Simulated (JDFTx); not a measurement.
Ta:

```
Ta
1.0
    -1.65128    1.65128    1.65128
     1.65128   -1.65128    1.65128
     1.65128    1.65128   -1.65128
Ta
1
Direct
  0.00000 0.00000 0.00000
```

* Program: JDFTx 1.7.0 (patched build)
* Task: relaxation of cell and atoms
* Functional: PBE
* Dispersion: D3
* Potentials or basis: PseudoDojo-SR-PBE-0.5-standard with smoothed tails
* Cutoff: 789 eV
* Density cutoff: 3157 eV
* k mesh: 11 × 11 × 11
* Occupations: fermi-dirac, width 0.05 eV
* Spin: no spin polarisation

At the start: pressure -4.1 GPa; volume 18.01 Å³/atom.

Question: How do energy, volume and symmetry change on relaxing?

Answer: Over 5 steps the energy falls by 4.7 meV/atom and the volume is 17.65 Å³/atom (-2.0 %); space group Im-3m (No. 229, to 0.05 Å).

Step by step:
```tsv
step	energy change (eV)	largest force (eV/Å)	pressure (GPa)	volume (Å³)
1	0.0000	0.0000	-4.13	18.01
2	-0.0009	0.0000	-3.72	17.97
3	-0.0047	0.0000	-0.03	17.65
4	-0.0047	0.0000	0.00	17.65
5	-0.0047	0.0000	0.00	17.65
```

Final structure:
```
CELL_PARAMETERS angstrom
-1.64020 1.64020 1.64020
1.64020 -1.64020 1.64020
1.64020 1.64020 -1.64020
ATOMIC_POSITIONS crystal
Ta 0.00000 0.00000 0.00000
```

Caveat: pairwise dispersion overbinds metals, which lowers pressure and volume.
